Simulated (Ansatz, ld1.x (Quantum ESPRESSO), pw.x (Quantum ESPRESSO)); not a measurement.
Li (Z = 3) (fcc): variants of one ultrasoft potential in the solid

- Element: lithium
- Generator: ld1.x (Quantum ESPRESSO) 7.5
- Type: ultrasoft
- Functional: PBE
- Relativity: scalar-relativistic
- Frozen core: [He]
- Valence charge: 1
- Reference configuration: 2s0.5 2p0.5
- Partial waves: 2s (bound): rcut 2.70, rcutus 3.00 bohr; 2s channel at 1.35 Ry: rcut 2.70, rcutus 3.00 bohr; 2p (bound): rcut 3.50, rcutus 4.30 bohr; 2p channel at 0.85 Ry: rcut 3.50, rcutus 4.30 bohr; 3d channel at 0.15 Ry: rcut 3.70, rcutus 4.65 bohr; 3d channel at 2.75 Ry: rcut 3.70, rcutus 4.65 bohr
- Local potential: all-electron potential smoothed inside 2.60 bohr (lloc = -1)
- Core correction: Bessel-smoothed model core inside 2.15 bohr
- Augmentation charge: PSQ, inside the norm-conserving radii

Crystal test: fcc Li in pw.x 7.5, no spin, 13³ k-points, Fermi–Dirac smearing 0.01 Ry, cutoffs set for each file from its atomic test. The reference is all-electron LAPW (Ansatz 0.2.0) with the same functional, mesh and smearing; V0 and B0 come from Birch–Murnaghan fits to the pressures at five volumes. Errors are pseudo minus all-electron; Δ is the rms difference of the E(V) curves that follow from these fits, minima aligned, over ±6 % about the mean V0. Mesh and smearing are coarse, so the numbers serve the comparison and aren't converged zero-temperature values; the lattice is a test structure that the element need not adopt.

All-electron: a0 = 4.329 Å (V0 = 20.28 Å³/atom), B0 = 13.7 GPa.

Base: The largest radius (4.65 bohr) exceeds half the bond length (2.90 bohr), so the spheres overlap, which is one possible source of error among others. This is a poor potential for the solid.

1 further variants are left out: they gave no file fit for a test, a broken result, the same result as the base, or pressures whose basis-set error rivals the error shown.

A dash in a converged row means that the minimum lies outside the volumes sampled.

```tsv
change	cutoffs (Ry)	pw.x	a0 (Å)	a0 error (%)	B0 error (%)	Δ (meV/atom)	mean pressure error (GPa)
base	40/320	converged	4.362	+0.77	-9.9	1.3	+0.29
waves 2p (bound): rcut 2.84, rcutus 3.02 bohr; 2p channel at 0.85 Ry: rcut 2.84, rcutus 3.02 bohr	40/320	converged	–	–	–	–	+1.71
waves 2p (bound): rcut 3.50, rcutus 3.78 bohr; 2p channel at 0.85 Ry: rcut 3.50, rcutus 3.78 bohr	40/320	converged	–	–	–	–	+4.26
waves 2p (bound): rcut 3.50, rcutus 5.64 bohr; 2p channel at 0.85 Ry: rcut 3.50, rcutus 5.64 bohr	40/320	converged	–	–	–	–	+1.80
```

Task: Give the row for: waves 2p (bound): rcut 3.50, rcutus 4.68 bohr; 2p channel at 0.85 Ry: rcut 3.50, rcutus 4.68 bohr.

Result: pw.x: converged; mean pressure error (GPa): +8.81.
